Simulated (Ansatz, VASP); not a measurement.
Two plane-wave programs on Al

INCAR

```
SYSTEM = Al
  ALGO = Normal
  EDIFF = 1E-7
  ENCUT = 520
  GGA = PE
  ISIF = 2
  ISMEAR = 0
  IVDW = 12
  LASPH = .TRUE.
  LCHARG = .TRUE.
  LELF = .TRUE.
  LREAL = .FALSE.
  LVHAR = .TRUE.
  LWAVE = .FALSE.
  NBANDS = 8
  NELM = 100
  PREC = Accurate
  SIGMA = 0.15
```

Contents of KPOINTS:

```
k-points
0
G
  20 20 20
  0 0 0
```

POSCAR

```
Al
1.0
    0.0000000000      2.0239800000      2.0846994000
    2.0239800000      0.0000000000      2.0846994000
    2.0239800000      2.0239800000      0.0000000000
Al
1
Direct
    0.0000000000      0.0000000000      0.0000000000
```

Input for Ansatz:

```yaml
crystal:
  lattice:
    - [0.0, 2.02398, 2.0846994]
    - [2.02398, 0.0, 2.0846994]
    - [2.02398, 2.02398, 0.0]
  atoms:
    - { symbol: Al, position: [0.0, 0.0, 0.0] }
basis:
  ecutwfc: 420
kpoints:
  mp_grid: { grid: [20, 20, 20] }
hamiltonian:
  xc: pbe
  dispersion: d3bj
scf:
  occupations: { method: gaussian, width: 0.15 }
output:
  forces: true
  stress: true
  eigenvalues: true
```

Change from the starting cell: strain +0.000 along x and y, +0.030 along z, atoms carried along.

Alike in both runs: task single point; functional PBE; dispersion D3(BJ); k mesh 20 × 20 × 20; occupations gaussian, width 0.15 eV; no spin polarisation.

```csv
,VASP,Ansatz
version,VASP 6.6.1,Ansatz 0.2.0
potentials or method,"VASP PAW PBE potentials, release 64 (Al)","scalar-relativistic, plane waves, PAW"
plane-wave cutoff (eV),520,420
valence electrons in the cell,3,3
```

```tsv
	VASP	Ansatz	Ansatz less VASP
gap on the k mesh at the Fermi level (eV)	none	none	-
pressure (GPa)	-5.7	-5.6	+0.03
largest component of the traceless stress (GPa)	0.94	0.94	+0.006
```

A gap of «none» marks a metal or a gap that the smearing closes.

Caveats: pairwise dispersion overbinds metals, which lowers pressure and volume.
